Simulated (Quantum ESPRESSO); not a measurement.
# NbAs (I4_1md) in Quantum ESPRESSO: equation of state

Aim: energy against volume of NbAs in PBEsol, for its equilibrium volume and stiffness.

Everything below comes from runs of Quantum ESPRESSO 7.5. Logs are shortened: lines on timing, memory, paths and dates and some standing lists are left out, and cuts for length are marked.

## 1. Starting point

It takes space group I4_1md (No. 109, tetragonal). The conventional cell has a = 3.452 Å, b = 3.452 Å, c = 11.680 Å, α = 90.00°, β = 90.00°, γ = 90.00°. Around Nb (site symmetry 2mm) lie 6 As at 2.60 to 2.63 Å. As (site symmetry 2mm) is surrounded by 6 Nb at 2.60 to 2.63 Å.

## 2. Single point, PBEsol, 16.35 Å³/atom

pw.in reads:

```
&CONTROL
  calculation = 'scf'
  prefix = 'pwscf'
  outdir = './tmp'
  pseudo_dir = './pseudo'
  tstress = .true.
  disk_io = 'nowf'
/
&SYSTEM
  ibrav = 0
  nat = 4
  ntyp = 2
  ecutwfc = 45
  ecutrho = 360
  nbnd = 26
  occupations = 'smearing'
  smearing = 'fd'
  degauss = 0.00367493
/
&ELECTRONS
  conv_thr = 8d-10
  electron_maxstep = 120
  mixing_beta = 0.5
/
ATOMIC_SPECIES
Nb    92.9064 nb_pbesol_v1.uspp.F.UPF
As    74.9216 as_pbesol_v1.uspp.F.UPF
CELL_PARAMETERS angstrom
  -1.6906186857    1.6906186857    5.7207828749
   1.6906186857   -1.6906186857    5.7207828749
   1.6906186857    1.6906186857   -5.7207828749
ATOMIC_POSITIONS crystal
Nb     0.5000000000    0.0000000000    0.5000000000
Nb     0.7500000000    0.7500000000    0.0000000000
As     0.9160000000    0.4160000000    0.5000000000
As     0.1660000000    0.1660000000    0.0000000000
K_POINTS automatic
11 11 11 0 0 0
```

Potentials or basis: GBRV 1.5 PBEsol.

Launch:

```sh
$ OMP_NUM_THREADS=1 mpirun -n 2 pw.x -nk 2 -in pw.in > pw.out
```

pw.out:

```text
This program is part of the open-source Quantum ESPRESSO suite
     for quantum simulation of materials; please cite
         "P. Giannozzi et al., J. Phys.:Condens. Matter 21 395502 (2009);
         "P. Giannozzi et al., J. Phys.:Condens. Matter 29 465901 (2017);
         "P. Giannozzi et al., J. Chem. Phys. 152 154105 (2020);
     in publications or presentations arising from this work. More details at

     Message from routine setup:
     using ibrav=0 with symmetry is DISCOURAGED, use correct ibrav instead

     K-points division:     npool     =       2
     Subspace diagonalization in iterative solution of the eigenvalue problem:
     a serial algorithm will be used

     G-vector sticks info
     --------------------
     sticks:   dense  smooth     PW     G-vecs:    dense   smooth      PW
     Sum        2811    1393    457                50985    18003    3379

     Using Slab Decomposition

     bravais-lattice index     =            0
     lattice parameter (alat)  =      11.7169  a.u.
     unit-cell volume          =     441.3706 (a.u.)^3
     number of atoms/cell      =            4
     number of atomic types    =            2
     number of electrons       =        36.00
     number of Kohn-Sham states=           26
     kinetic-energy cutoff     =      45.0000  Ry
     charge density cutoff     =     360.0000  Ry
     scf convergence threshold =      8.0E-10
     mixing beta               =       0.5000
     number of iterations used =            8  plain     mixing
     Exchange-correlation= SLA  PW   PSX  PSC
                           (   1   4  10   8   0   0   0)

     celldm(1)=  11.716872  celldm(2)=   0.000000  celldm(3)=   0.000000
     celldm(4)=   0.000000  celldm(5)=   0.000000  celldm(6)=   0.000000

     crystal axes: (cart. coord. in units of alat)
               a(1) = (  -0.272667   0.272667   0.922662 )
               a(2) = (   0.272667  -0.272667   0.922662 )
               a(3) = (   0.272667   0.272667  -0.922662 )

     reciprocal axes: (cart. coord. in units 2 pi/alat)
               b(1) = ( -0.000000  1.833737  0.541910 )
               b(2) = (  1.833737 -0.000000  0.541910 )
               b(3) = (  1.833737  1.833737  0.000000 )

     PseudoPot. # 1 for Nb read from file:
     nb_pbesol_v1.uspp.F.UPF
     Pseudo is Ultrasoft + core correction, Zval = 13.0
     Generated by new atomic code, or converted to UPF format
     Using radial grid of  887 points,  6 beta functions with:
                l(1) =   0
                l(2) =   0
                l(3) =   1
                l(4) =   1
                l(5) =   2
                l(6) =   2
     Q(r) pseudized with  6 coefficients,  rinner =    1.000   1.000   1.000
                                                       1.000   1.000

     PseudoPot. # 2 for As read from file:
     as_pbesol_v1.uspp.F.UPF
     Pseudo is Ultrasoft + core correction, Zval =  5.0
     Generated by new atomic code, or converted to UPF format
     Using radial grid of  875 points,  6 beta functions with:
                l(1) =   0
                l(2) =   0
                l(3) =   1
                l(4) =   1
                l(5) =   2
                l(6) =   2
     Q(r) pseudized with  8 coefficients,  rinner =    1.300   1.300   1.300
                                                       1.300   1.300

     atomic species   valence    mass     pseudopotential
     Nb               13.00    92.90640     Nb( 1.00)
     As                5.00    74.92160     As( 1.00)

      8 Sym. Ops. (no inversion) found ( 4 have fractional translation)

   Cartesian axes

     site n.     atom                  positions (alat units)
         1        Nb     tau(   1) = (   0.0000000   0.2726672   0.0000000  )
         2        Nb     tau(   2) = (  -0.0000000   0.0000000   1.3839931  )
         3        As     tau(   3) = (  -0.0000000   0.2726672   0.7676548  )
         4        As     tau(   4) = (   0.0000000  -0.0000000   0.3063238  )

     number of k points=   126  Fermi-Dirac smearing, width (Ry)=  0.0037

     Number of k-points >= 100: set verbosity='high' to print them.

     Dense  grid:    50985 G-vectors     FFT dimensions: (  72,  72,  72)

     Smooth grid:    18003 G-vectors     FFT dimensions: (  60,  60,  54)

     Initial potential from superposition of free atoms

     starting charge      35.9946, renormalised to      36.0000
     Starting wfcs are   34 randomized atomic wfcs

     Self-consistent Calculation

     iteration #  1     ecut=    45.00 Ry     beta= 0.50
     Davidson diagonalization with overlap
     ethr =  1.00E-02,  avg # of iterations =  2.2

     total energy              =    -315.90032028 Ry
     estimated scf accuracy    <       0.39447364 Ry

     iteration #  2     ecut=    45.00 Ry     beta= 0.50
     Davidson diagonalization with overlap
     ethr =  1.10E-03,  avg # of iterations =  2.0

     total energy              =    -316.00847248 Ry
     estimated scf accuracy    <       0.10309614 Ry

     iteration #  3     ecut=    45.00 Ry     beta= 0.50
     Davidson diagonalization with overlap
     ethr =  2.86E-04,  avg # of iterations =  2.0

     total energy              =    -316.02774804 Ry
     estimated scf accuracy    <       0.00397827 Ry

     iteration #  4     ecut=    45.00 Ry     beta= 0.50
     Davidson diagonalization with overlap
     ethr =  1.11E-05,  avg # of iterations =  4.9

     total energy              =    -316.02822675 Ry
     estimated scf accuracy    <       0.00012559 Ry

     iteration #  5     ecut=    45.00 Ry     beta= 0.50
     Davidson diagonalization with overlap
     ethr =  3.49E-07,  avg # of iterations =  3.7

     total energy              =    -316.02827207 Ry
     estimated scf accuracy    <       0.00000210 Ry

     iteration #  6     ecut=    45.00 Ry     beta= 0.50
     Davidson diagonalization with overlap
     ethr =  5.82E-09,  avg # of iterations =  6.6

     total energy              =    -316.02827791 Ry
     estimated scf accuracy    <       0.00000033 Ry

     iteration #  7     ecut=    45.00 Ry     beta= 0.50
     Davidson diagonalization with overlap
     ethr =  9.17E-10,  avg # of iterations =  2.1

     total energy              =    -316.02827795 Ry
     estimated scf accuracy    <       0.00000001 Ry

     iteration #  8     ecut=    45.00 Ry     beta= 0.50
     Davidson diagonalization with overlap
     ethr =  2.87E-11,  avg # of iterations =  5.0

     End of self-consistent calculation

     Number of k-points >= 100: set verbosity='high' to print the bands.

     the Fermi energy is    15.4357 ev

!    total energy              =    -316.02827796 Ry
     estimated scf accuracy    <          7.7E-10 Ry
     smearing contrib. (-TS)   =      -0.00043065 Ry
     internal energy E=F+TS    =    -316.02784731 Ry

     The total energy is F=E-TS. E is the sum of the following terms:
     one-electron contribution =     -42.32156417 Ry
     hartree contribution      =      40.31200374 Ry
     xc contribution           =     -99.75963958 Ry
     ewald contribution        =    -214.25864729 Ry

     convergence has been achieved in   8 iterations

     Computing stress (Cartesian axis) and pressure

          total   stress  (Ry/bohr**3)                   (kbar)     P=      102.26
   0.00070658   0.00000000   0.00000000          103.94        0.00        0.00
   0.00000000   0.00070658   0.00000000            0.00      103.94        0.00
   0.00000000  -0.00000000   0.00067227            0.00       -0.00       98.89

=------------------------------------------------------------------------------=
   JOB DONE.
=------------------------------------------------------------------------------=
```

It took 3.1 min on 2 MPI ranks of Arm Neoverse V1, shared host; peak memory 0.42 GiB.

What came out:

```yaml
Free_energy: -4299.7838 eV
Pressure: 10.2 GPa
Band_gap_on_the_k_mesh: 0.03 eV, indirect (least direct gap 0.09 eV)
```

Caveat: an odd mesh through Γ misses points on the zone boundary, where band edges often lie.

## 3. Single point, PBEsol, 16.70 Å³/atom

pw.in: that of step 2 with these lines changed.

```diff
@@ -28,5 +28,5 @@
 CELL_PARAMETERS angstrom
-  -1.6906186857    1.6906186857    5.7207828749
-   1.6906186857   -1.6906186857    5.7207828749
-   1.6906186857    1.6906186857   -5.7207828749
+  -1.7025248434    1.7025248434    5.7610714056
+   1.7025248434   -1.7025248434    5.7610714056
+   1.7025248434    1.7025248434   -5.7610714056
 ATOMIC_POSITIONS crystal
```

Potentials or basis: GBRV 1.5 PBEsol.

Launch:

```sh
$ OMP_NUM_THREADS=1 mpirun -n 2 pw.x -nk 2 -in pw.in > pw.out
```

pw.out:

```text
This program is part of the open-source Quantum ESPRESSO suite
     for quantum simulation of materials; please cite
         "P. Giannozzi et al., J. Phys.:Condens. Matter 21 395502 (2009);
         "P. Giannozzi et al., J. Phys.:Condens. Matter 29 465901 (2017);
         "P. Giannozzi et al., J. Chem. Phys. 152 154105 (2020);
     in publications or presentations arising from this work. More details at

     Message from routine setup:
     using ibrav=0 with symmetry is DISCOURAGED, use correct ibrav instead

     K-points division:     npool     =       2
     Subspace diagonalization in iterative solution of the eigenvalue problem:
     a serial algorithm will be used

     G-vector sticks info
     --------------------
     sticks:   dense  smooth     PW     G-vecs:    dense   smooth      PW
     Sum        2843    1425    465                52017    18419    3419

     Using Slab Decomposition

     bravais-lattice index     =            0
     lattice parameter (alat)  =      11.7994  a.u.
     unit-cell volume          =     450.7614 (a.u.)^3
     number of atoms/cell      =            4
     number of atomic types    =            2
[... 80 lines left out ...]
     iteration #  1     ecut=    45.00 Ry     beta= 0.50
     Davidson diagonalization with overlap
     ethr =  1.00E-02,  avg # of iterations =  2.1

     total energy              =    -315.89772534 Ry
     estimated scf accuracy    <       0.41374707 Ry
[... 50 lines left out ...]
     iteration #  9     ecut=    45.00 Ry     beta= 0.50
     Davidson diagonalization with overlap
     ethr =  2.54E-12,  avg # of iterations =  3.4

     End of self-consistent calculation

     Number of k-points >= 100: set verbosity='high' to print the bands.

     the Fermi energy is    15.0508 ev

!    total energy              =    -316.03346375 Ry
     estimated scf accuracy    <          5.1E-11 Ry
     smearing contrib. (-TS)   =      -0.00043607 Ry
     internal energy E=F+TS    =    -316.03302769 Ry

     The total energy is F=E-TS. E is the sum of the following terms:
     one-electron contribution =     -44.41524038 Ry
     hartree contribution      =      40.80735188 Ry
     xc contribution           =     -99.66485314 Ry
     ewald contribution        =    -212.76028605 Ry

     convergence has been achieved in   9 iterations

     Computing stress (Cartesian axis) and pressure

          total   stress  (Ry/bohr**3)                   (kbar)     P=       57.17
   0.00038821  -0.00000000  -0.00000000           57.11       -0.00       -0.00
   0.00000000   0.00038821  -0.00000000            0.00       57.11       -0.00
  -0.00000000  -0.00000000   0.00038942           -0.00       -0.00       57.29

=------------------------------------------------------------------------------=
   JOB DONE.
=------------------------------------------------------------------------------=
```

Run time: 3.5 min. Hardware: 2 MPI ranks of Arm Neoverse V1, shared host; peak memory 0.44 GiB.

Results:

```
Free energy            : -4299.8543 eV
Pressure               : 5.7 GPa
Band gap on the k mesh : 0.03 eV, indirect (least direct gap 0.09 eV)
```

Caveat: an odd mesh through Γ misses points on the zone boundary, where band edges often lie.

## 4. Single point, PBEsol, 17.05 Å³/atom

pw.in: that of step 3 with these lines changed.

```diff
@@ -28,5 +28,5 @@
 CELL_PARAMETERS angstrom
-  -1.7025248434    1.7025248434    5.7610714056
-   1.7025248434   -1.7025248434    5.7610714056
-   1.7025248434    1.7025248434   -5.7610714056
+  -1.7142667651    1.7142667651    5.8008041881
+   1.7142667651   -1.7142667651    5.8008041881
+   1.7142667651    1.7142667651   -5.8008041881
 ATOMIC_POSITIONS crystal
```

Launch:

```sh
$ OMP_NUM_THREADS=1 mpirun -n 2 pw.x -nk 2 -in pw.in > pw.out
```

Run time: 3.5 min. Hardware: 2 MPI ranks of Arm Neoverse V1, shared host; peak memory 0.44 GiB.

The run converged. Its results:

| Item | Value |
| --- | --- |
| Free energy | -4299.8877 eV |
| Pressure | 1.7 GPa |
| Band gap on the k mesh | 0.03 eV, indirect (least direct gap 0.09 eV) |

Caveat: an odd mesh through Γ misses points on the zone boundary, where band edges often lie.

## 5. Single point, PBEsol, 17.39 Å³/atom

pw.in: that of step 4 with these lines changed.

```diff
@@ -28,5 +28,5 @@
 CELL_PARAMETERS angstrom
-  -1.7142667651    1.7142667651    5.8008041881
-   1.7142667651   -1.7142667651    5.8008041881
-   1.7142667651    1.7142667651   -5.8008041881
+  -1.7258500000    1.7258500000    5.8400000000
+   1.7258500000   -1.7258500000    5.8400000000
+   1.7258500000    1.7258500000   -5.8400000000
 ATOMIC_POSITIONS crystal
```

Launch:

```sh
$ OMP_NUM_THREADS=1 mpirun -n 2 pw.x -nk 2 -in pw.in > pw.out
```

Run time: 3.5 min. Hardware: 2 MPI ranks of Arm Neoverse V1, shared host; peak memory 0.48 GiB.

The run converged. Its results:

* Free energy: -4299.8879 eV
* Pressure: -1.9 GPa
* Band gap on the k mesh: none (metal or under the smearing width)

## 6. Single point, PBEsol, 17.74 Å³/atom

pw.in: that of step 5 with these lines changed.

```diff
@@ -28,5 +28,5 @@
 CELL_PARAMETERS angstrom
-  -1.7258500000    1.7258500000    5.8400000000
-   1.7258500000   -1.7258500000    5.8400000000
-   1.7258500000    1.7258500000   -5.8400000000
+  -1.7372798033    1.7372798033    5.8786766238
+   1.7372798033   -1.7372798033    5.8786766238
+   1.7372798033    1.7372798033   -5.8786766238
 ATOMIC_POSITIONS crystal
```

Potentials or basis: GBRV 1.5 PBEsol.

Launch:

```sh
$ OMP_NUM_THREADS=1 mpirun -n 2 pw.x -nk 2 -in pw.in > pw.out
```

Wall time 3.5 min (2 MPI ranks of Arm Neoverse V1, shared host); peak memory 0.48 GiB.

Results (log left out):

- Free energy: -4299.8582 eV
- Pressure: -5.2 GPa
- Band gap on the k mesh: none (metal or under the smearing width)

## 7. Single point, PBEsol, 18.09 Å³/atom

pw.in: that of step 6 with these lines changed.

```diff
@@ -28,5 +28,5 @@
 CELL_PARAMETERS angstrom
-  -1.7372798033    1.7372798033    5.8786766238
-   1.7372798033   -1.7372798033    5.8786766238
-   1.7372798033    1.7372798033   -5.8786766238
+  -1.7485611571    1.7485611571    5.9168509183
+   1.7485611571   -1.7485611571    5.9168509183
+   1.7485611571    1.7485611571   -5.9168509183
 ATOMIC_POSITIONS crystal
```

Launch:

```sh
$ OMP_NUM_THREADS=1 mpirun -n 2 pw.x -nk 2 -in pw.in > pw.out
```

It took 3.5 min on 2 MPI ranks of Arm Neoverse V1, shared host; peak memory 0.48 GiB.

The run converged. Its results:

| Item | Value |
| --- | --- |
| Free energy | -4299.8018 eV |
| Pressure | -8.1 GPa |
| Band gap on the k mesh | none (metal or under the smearing width) |

## 8. Single point, PBEsol, 18.44 Å³/atom

pw.in: that of step 7 with these lines changed.

```diff
@@ -28,5 +28,5 @@
 CELL_PARAMETERS angstrom
-  -1.7485611571    1.7485611571    5.9168509183
-   1.7485611571   -1.7485611571    5.9168509183
-   1.7485611571    1.7485611571   -5.9168509183
+  -1.7596987896    1.7596987896    5.9545388829
+   1.7596987896   -1.7596987896    5.9545388829
+   1.7596987896    1.7596987896   -5.9545388829
 ATOMIC_POSITIONS crystal
```

Launch:

```sh
$ OMP_NUM_THREADS=1 mpirun -n 2 pw.x -nk 2 -in pw.in > pw.out
```

Run time: 3.4 min. Hardware: 2 MPI ranks of Arm Neoverse V1, shared host; peak memory 0.48 GiB.

The run converged. Its results:

| Quantity | Value |
| --- | --- |
| Free energy | -4299.7215 eV |
| Pressure | -10.7 GPa |
| Band gap on the k mesh | none (metal or under the smearing width) |

## 9. Equation of state, PBEsol

Potentials or basis: GBRV 1.5 PBEsol.

This step only gathers the single runs of the series.

What came out:

* Equilibrium volume: 17.22 Å³/atom
* Bulk modulus at fixed shape and positions: 179 GPa
* Pressure derivative of the bulk modulus: 4.4

Energy against volume, from the lowest point:
| volume (Å³/atom) | energy (meV/atom) |
| --- | --- |
| 16.351 | 26.02 |
| 16.699 | 8.39 |
| 17.047 | 0.04 |
| 17.395 | 0.00 |
| 17.743 | 7.41 |
| 18.091 | 21.51 |
| 18.438 | 41.59 |

Caveat: the cell was scaled at fixed shape and fractional positions, which overstates the stiffness of a crystal with free parameters, most of all of layers and chains.
